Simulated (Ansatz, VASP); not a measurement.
One calculation of Fe, two programs

```
CELL_PARAMETERS angstrom
2.40375 0.00000 0.00000
-1.20187 2.08170 0.00000
0.00000 0.00000 3.80488
ATOMIC_POSITIONS crystal
Fe 0.33333 0.66667 0.25000
Fe 0.66667 0.33333 0.75000
```

Alike in both runs: functional PBEsol; k mesh 18 × 18 × 12; occupations gaussian, width 0.1 eV; no spin polarisation.

Ansatz relaxed the structure, and its values are those at the end. VASP's run is a single point on that final structure, the one shown.

|  | VASP | Ansatz |
| --- | --- | --- |
| version | VASP 6.6.1 | Ansatz 0.2.0 |
| potentials or method | VASP PAW PBE potentials, release 64 (Fe) | scalar-relativistic, plane waves, PAW |
| plane-wave cutoff (eV) | 520 | 420 |
| valence electrons in the cell | 16 | 32 |

```tsv
	VASP	Ansatz	Ansatz less VASP
gap on the k mesh at the Fermi level (eV)	none	none	-
pressure (GPa)	10.1	10.6	+0.44
```

A gap of «none» marks a metal or a gap that the smearing closes. The two sets of potentials don't hold the same shells in valence.

Caveats: the PAW data sets were made with another functional, which shifts forces and pressure a little (VASP); the run has no spin polarisation, though such a crystal can be magnetic. Spin polarisation is off, so any magnetic state and its effect on volume and gap are missing.
